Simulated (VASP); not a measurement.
# SnS (Pnma) in VASP: notebook

One crystal, SnS, is run at these levels: PBEsol; tasks: relaxation of cell and atoms.

All numbers are computed with VASP 6.6.1; they aren't measurements. Logs are shortened: lines on timing, memory, paths and dates and some standing lists are left out, and cuts for length are marked.

### 1 The crystal as given

Symmetry: Pnma, No. 62, orthorhombic system. The conventional cell has a = 11.200 Å, b = 3.987 Å, c = 4.334 Å, α = 90.00°, β = 90.00°, γ = 90.00°. Sn (site symmetry m) has 3 S at 2.63 to 2.67 Å as nearest neighbours. S (site symmetry m) has 3 Sn at 2.63 to 2.67 Å as nearest neighbours.

### 2 Relaxation of cell and atoms, PBEsol

File INCAR:

```
PREC = Accurate
ENCUT = 600
EDIFF = 1E-6
ISMEAR = 0
SIGMA = 0.03
LREAL = F
LASPH = T
NELM = 80
ALGO = Normal
ISIF = 3
LWAVE = F
LCHARG = F
GGA = PS
IBRION = 2
NSW = 90
EDIFFG = -0.01
KPAR = 2
```

File KPOINTS:

```
regular mesh
0
Gamma
  4 8 6
```

File POSCAR:

```
SnS
1.0
   11.2000000000      0.0000000000      0.0000000000
    0.0000000000      3.9870000000      0.0000000000
    0.0000000000      0.0000000000      4.3340000000
Sn S
4 4
Direct
    0.1194000000      0.2500000000      0.1198000000
    0.3806000000      0.7500000000      0.6198000000
    0.6194000000      0.2500000000      0.3802000000
    0.8806000000      0.7500000000      0.8802000000
    0.8508000000      0.2500000000      0.4793000000
    0.6492000000      0.7500000000      0.9793000000
    0.3508000000      0.2500000000      0.0207000000
    0.1492000000      0.7500000000      0.5207000000
```

Potentials or basis: VASP PAW PBE potentials, release 64 (Sn_d, S).

Started as:

```sh
> cat potpaw_PBE.64/Sn_d/POTCAR potpaw_PBE.64/S/POTCAR > POTCAR
> mpirun -np 2 vasp_std > vasp.out
```

OUTCAR:

```text
PREC = Accurate
   ENCUT = 600
   EDIFF = 1E-6
   ISMEAR = 0
   LREAL = F
   LASPH = T
   NELM = 80
   ISIF = 3
   GGA = PS
   IBRION = 2
   NSW = 90
   EDIFFG = -0.01

 ion  position               nearest neighbor table
   1  0.119  0.250  0.120-   7 2.63   8 2.67   8 2.67   4 3.49   4 3.49
   2  0.381  0.750  0.620-   8 2.63   7 2.67   7 2.67   3 3.49   3 3.49
   3  0.619  0.250  0.380-   5 2.63   6 2.67   6 2.67   2 3.49   2 3.49
   4  0.881  0.750  0.880-   6 2.63   5 2.67   5 2.67   1 3.49   1 3.49
   5  0.851  0.250  0.479-   3 2.63   4 2.67   4 2.67
   6  0.649  0.750  0.979-   4 2.63   3 2.67   3 2.67
   7  0.351  0.250  0.021-   1 2.63   2 2.67   2 2.67
   8  0.149  0.750  0.521-   2 2.63   1 2.67   1 2.67

  LATTYP: Found a simple orthorhombic cell.
 ALAT       =     3.9870000000
 B/A-ratio  =     1.0870328568
 C/A-ratio  =     2.8091296714

  Lattice vectors:

 A1 = (   0.0000000000,   3.9870000000,   0.0000000000)
 A2 = (   0.0000000000,   0.0000000000,   4.3340000000)
 A3 = (  11.2000000000,   0.0000000000,   0.0000000000)

Analysis of symmetry for initial positions (statically):
=====================================================================
 Subroutine PRICEL returns:
 Original cell was already a primitive cell.

 Routine SETGRP: Setting up the symmetry group for a
 simple orthorhombic supercell.

 Subroutine GETGRP returns: Found  8 space group operations
 (whereof  2 operations were pure point group operations)
 out of a pool of  8 trial point group operations.

The static configuration has the point symmetry S_2 .
 The point group associated with its full space group is D_2h.

Analysis of symmetry for dynamics (positions and initial velocities):
=====================================================================
 Subroutine PRICEL returns:
 Original cell was already a primitive cell.

 Routine SETGRP: Setting up the symmetry group for a
 simple orthorhombic supercell.

 Subroutine GETGRP returns: Found  8 space group operations
 (whereof  2 operations were pure point group operations)
 out of a pool of  8 trial point group operations.

The dynamic configuration has the point symmetry S_2 .
 The point group associated with its full space group is D_2h.

 Subroutine INISYM returns: Found  8 space group operations
[... 130 lines left out ...]
  volume/ion in A,a.u.               =      24.19       163.25
  Fermi-wavevector in a.u.,A,eV,Ry     =   1.219515  2.304549 20.234810  1.487217
  Thomas-Fermi vector in A             =   2.354764
   LORBIT       =      0    0 simple, 1 ext, 2 COOP (PROOUT), +10 PAW based schemes
   GGA     = PS    functional components
   LHFCALC =     F    Hartree Fock is set to
   AEXX    =    0.0000 exact exchange contribution
   IVDW    =     0    specifies the selected vdW correction
   LEPSILON=     F    determine dielectric tensor
   LRPA    =     F    only Hartree local field effects (RPA)
 conjugate gradient relaxation of ions
 non-spin polarized calculation
 Gauss-broadening in eV      SIGMA  =   0.03
  energy-cutoff  :      600.00
  volume of cell :      193.53
 maximum number of plane-waves:      6488
 NGX is ok and might be reduce to    90
   NGX = 45   NGY = 15   NGZ = 17

--------------------------------------- Ionic step        1  -------------------------------------------

 number of electron      80.0000006 magnetization

 Free energy of the ion-electron system (eV)
  ---------------------------------------------------
  ext. energy  EPLUGINS =         0.00000000
  ---------------------------------------------------
  free energy    TOTEN  =       -38.36451002 eV

  energy without entropy =      -38.36451002  energy(sigma->0) =      -38.36451002

------------------------ aborting loop because EDIFF is reached ----------------------------------------

  FORCE on cell =-STRESS in cart. coord.  units (eV):
  Direction    XX          YY          ZZ          XY          YZ          ZX
  --------------------------------------------------------------------------------------
  -------------------------------------------------------------------------------------
  Total       -0.7881845     -0.9963468     -1.0808173      0.0000000      0.0000000      0.0000000
  in kB       -6.5250718     -8.2483664     -8.9476647      0.0000000      0.0000000      0.0000000
  external PRESSURE =      -7.9070343 kB  Pullay stress =       0.0000000 kB
[... 107 lines left out ...]
  FREE ENERGIE OF THE ION-ELECTRON SYSTEM (eV)
  ---------------------------------------------------
  free  energy   TOTEN  =       -38.3741740880 eV

  energy  without entropy=      -38.3741740880  energy(sigma->0) =      -38.37417409

[... ionic steps 4 to 14 ...]

--------------------------------------- Ionic step       15  -------------------------------------------

 number of electron      80.0000002 magnetization

------------------------ aborting loop because EDIFF is reached ----------------------------------------
[... 79 lines left out ...]
--------------------------------------- Ionic step       17  -------------------------------------------

 number of electron      80.0000006 magnetization

 Free energy of the ion-electron system (eV)
  ---------------------------------------------------
  ext. energy  EPLUGINS =         0.00000000
  ---------------------------------------------------
  free energy    TOTEN  =       -38.39067835 eV

  energy without entropy =      -38.39067835  energy(sigma->0) =      -38.39067835

 E-fermi :   6.6714     XC(G=0): -10.2034

 val. band max:        6.4811357814   @ k =   0.5000   0.0000   0.5000
 cond. band min:       7.2488958520   @ k =   0.0000   0.0000   0.0000
 fundamental gap:      0.7677600705
 Fermi energy:         6.6713916279

 k-point     1 :       0.0000    0.0000    0.0000
  band No.  band energies     occupation
      1     -14.7347      2.00000
      2     -14.7117      2.00000
      3     -14.7101      2.00000
      4     -14.7019      2.00000
      5     -14.6971      2.00000
      6     -14.6924      2.00000
[... 1213 lines left out ...]
     47      10.1013      0.00000
     48      10.1013      0.00000

 [... further k-points ...]

------------------------ aborting loop because EDIFF is reached ----------------------------------------

  FORCE on cell =-STRESS in cart. coord.  units (eV):
  Direction    XX          YY          ZZ          XY          YZ          ZX
  --------------------------------------------------------------------------------------
  -------------------------------------------------------------------------------------
  Total        0.0513792     -0.0601441     -0.0150018      0.0000000      0.0000000      0.0000000
  in kB        0.4393917     -0.5143484     -0.1282948      0.0000000      0.0000000      0.0000000
  external PRESSURE =      -0.0677505 kB  Pullay stress =       0.0000000 kB
[... 23 lines left out ...]
  FREE ENERGIE OF THE ION-ELECTRON SYSTEM (eV)
  ---------------------------------------------------
  free  energy   TOTEN  =       -38.3906783477 eV

  energy  without entropy=      -38.3906783477  energy(sigma->0) =      -38.39067835

 reached required accuracy - stopping structural energy minimisation
```

It took 40 min on 2 MPI ranks of AMD EPYC 9R14 (Zen 4), shared host; peak memory 0.64 GiB.

What came out:

- Free energy: -38.3907 eV
- Relaxed volume: 23.42 Å³/atom
- Relaxed cell: a = 11.083 Å, b = 3.984 Å, c = 4.242 Å, α = 90.00°, β = 90.00°, γ = 90.00°
- Space group after relaxing (to 0.05 Å): Pnma (No. 62)
- Energy gained by relaxing: 3.3 meV/atom
- Ionic steps: 17
- Pressure after relaxing: 0.0 GPa
- Largest force after relaxing: 0.009 eV/Å
- Band gap on the k mesh: 0.77 eV, indirect (least direct gap 1.08 eV)

Forces in eV/Å, atoms in the order of the input:
```
Sn  -0.003  0.000 -0.009
Sn   0.003  0.000 -0.009
Sn  -0.003  0.000  0.009
Sn   0.003  0.000  0.009
S    0.001  0.000  0.002
S   -0.001  0.000  0.002
S    0.001  0.000 -0.002
S   -0.001  0.000 -0.002
```

Stress tensor (GPa, compression positive):
```
 0.04  0.00  0.00
 0.00 -0.05  0.00
 0.00  0.00 -0.01
```

The path:
```tsv
step	energy change (eV)	largest force (eV/Å)	pressure (GPa)	volume (Å³)
1	0.0000	0.0741	-0.79	193.53
2	-0.0097	0.1417	0.13	190.21
3	-0.0097	0.1445	0.17	190.10
4	-0.0166	0.0946	0.11	189.32
5	-0.0225	0.0337	0.02	187.85
6	-0.0226	0.0383	0.03	187.65
7	-0.0247	0.0292	-0.04	187.49
8	-0.0246	0.0292	-0.03	187.48
9	-0.0254	0.0155	0.05	187.24
10	-0.0255	0.0152	0.09	187.09
11	-0.0257	0.0241	-0.09	187.58
12	-0.0258	0.0208	-0.02	187.43
13	-0.0258	0.0204	-0.05	187.45
14	-0.0259	0.0183	-0.02	187.43
15	-0.0260	0.0166	-0.01	187.41
16	-0.0262	0.0091	0.02	187.33
17	-0.0262	0.0094	-0.01	187.35
```

Final structure:
```
CELL_PARAMETERS angstrom
11.08297 0.00000 0.00000
0.00000 3.98446 0.00000
0.00000 0.00000 4.24249
ATOMIC_POSITIONS crystal
Sn 0.11831 0.25000 0.11342
Sn 0.38169 0.75000 0.61342
Sn 0.61831 0.25000 0.38658
Sn 0.88169 0.75000 0.88658
S 0.85349 0.25000 0.47308
S 0.64651 0.75000 0.97308
S 0.35349 0.25000 0.02692
S 0.14651 0.75000 0.52692
```

Caveat: the PAW data sets were made with another functional, which shifts forces and pressure a little; spin-orbit coupling is left out, which moves the levels of the heavy elements.

### 3 Relaxation of cell and atoms, PBEsol

This run uses another cell than the first one, of 23.42 Å³/atom, 0.968 times its volume.

Changes to INCAR since step 2:

```diff
@@ -2,3 +2,3 @@
 ENCUT = 600
-EDIFF = 1E-6
+EDIFF = 1E-7
 ISMEAR = 0
@@ -15,3 +15,3 @@
 NSW = 90
-EDIFFG = -0.01
+EDIFFG = -0.005
 KPAR = 2
```

KPOINTS is that of step 2.

File POSCAR:

```
SnS                                     
1.0
   11.0829686077      0.0000000000      0.0000000000
    0.0000000000      3.9844556501      0.0000000000
    0.0000000000     -0.0000000000      4.2424905013
  Sn              S             
     4     4
Direct
     0.1183073364449069    0.2500000000000000    0.1134200494012284
     0.3816926635550931    0.7500000000000000    0.6134200494012284
     0.6183073364449069    0.2500000000000000    0.3865799505987715
     0.8816926635550931    0.7500000000000000    0.8865799505987716
     0.8534911889285614    0.2500000000000000    0.4730776821203960
     0.6465088110714386    0.7500000000000000    0.9730776821203959
     0.3534911889285616    0.2500000000000000    0.0269223178796039
     0.1465088110714385    0.7500000000000000    0.5269223178796041
```

Potentials or basis: VASP PAW PBE potentials, release 64 (Sn_d, S).

Started as:

```sh
> cat potpaw_PBE.64/Sn_d/POTCAR potpaw_PBE.64/S/POTCAR > POTCAR
> mpirun -np 2 vasp_std > vasp.out
```

Run time: 34 min. Hardware: 2 MPI ranks of AMD EPYC 9R14 (Zen 4), shared host; peak memory 0.63 GiB.

The run converged. Its results:

| Property | Result |
| --- | --- |
| Free energy | -38.3905 eV |
| Relaxed volume | 23.40 Å³/atom |
| Relaxed cell | a = 11.102 Å, b = 3.986 Å, c = 4.230 Å, α = 90.00°, β = 90.00°, γ = 90.00° |
| Space group after relaxing (to 0.05 Å) | Pnma (No. 62) |
| Energy gained by relaxing | 0.0 meV/atom |
| Ionic steps | 14 |
| Pressure after relaxing | 0.0 GPa |
| Largest force after relaxing | 0.003 eV/Å |
| Band gap on the k mesh | 0.72 eV, indirect (least direct gap 1.08 eV) |

Forces on the atoms (eV/Å):
```
Sn   0.002  0.000 -0.002
Sn  -0.002  0.000 -0.002
Sn   0.002  0.000  0.002
Sn  -0.002  0.000  0.002
S    0.003  0.000  0.002
S   -0.003  0.000  0.002
S    0.003  0.000 -0.002
S   -0.003  0.000 -0.002
```

The path:
```tsv
step	energy change (eV)	largest force (eV/Å)	pressure (GPa)	volume (Å³)
1	0.0000	0.0091	-0.01	187.35
2	0.0000	0.0093	0.00	187.29
3	0.0000	0.0102	0.01	187.23
4	0.0000	0.0100	0.01	187.25
5	-0.0001	0.0073	0.00	187.25
6	-0.0001	0.0058	-0.02	187.26
7	-0.0001	0.0051	0.01	187.18
8	-0.0001	0.0061	0.03	187.12
9	-0.0002	0.0060	0.03	187.12
10	-0.0002	0.0061	0.02	187.13
11	-0.0003	0.0062	0.01	187.14
12	-0.0003	0.0071	-0.01	187.18
13	-0.0003	0.0068	0.00	187.17
14	-0.0003	0.0031	-0.01	187.17
```

Final structure:
```
Sn S
1.0
    11.10224    0.00000    0.00000
     0.00000    3.98561    0.00000
     0.00000    0.00000    4.22986
Sn S
4 4
Direct
  0.11852 0.25000 0.10999
  0.38148 0.75000 0.60999
  0.61852 0.25000 0.39001
  0.88148 0.75000 0.89001
  0.85325 0.25000 0.47437
  0.64675 0.75000 0.97437
  0.35325 0.25000 0.02563
  0.14675 0.75000 0.52563
```

Levels at points of the mesh, in eV from the valence-band top:
| k point | band 36 | band 37 | band 38 | band 39 | band 40 | band 41 | band 42 | band 43 | band 44 | band 45 |
| --- | --- | --- | --- | --- | --- | --- | --- | --- | --- | --- |
| (0.00, 0.00, 0.00) | -2.20 | -1.98 | -1.30 | -0.81 | -0.67 | 0.72 | 2.97 | 3.01 | 3.12 | 3.44 |
| (0.50, 0.00, 0.00) | -2.42 | -2.23 | -2.23 | -0.70 | -0.70 | 2.62 | 2.62 | 2.77 | 2.77 | 4.07 |
| (0.00, 0.50, 0.00) | -2.06 | -1.04 | -1.04 | -0.77 | -0.77 | 1.10 | 1.10 | 1.72 | 1.72 | 1.97 |
| (0.50, 0.50, 0.00) | -2.43 | -1.00 | -1.00 | -1.00 | -1.00 | 1.58 | 1.58 | 1.58 | 1.58 | 2.43 |
| (0.00, 0.00, 0.50) | -1.82 | -0.95 | -0.95 | -0.09 | -0.09 | 1.41 | 1.41 | 1.86 | 1.86 | 1.88 |
| (0.50, 0.00, 0.50) | -2.16 | -0.72 | -0.72 | 0.00 | 0.00 | 1.30 | 1.30 | 1.81 | 1.81 | 1.91 |
| (0.00, 0.50, 0.50) | -3.52 | -2.57 | -2.57 | -1.59 | -1.59 | 2.74 | 2.74 | 3.00 | 3.00 | 4.53 |
| (0.50, 0.50, 0.50) | -4.10 | -1.77 | -1.77 | -1.77 | -1.77 | 2.54 | 2.54 | 2.54 | 2.54 | 4.68 |

Caveat: the PAW data sets were made with another functional, which shifts forces and pressure a little; spin-orbit coupling is left out, which moves the levels of the heavy elements.

[end of part 1 of 2]
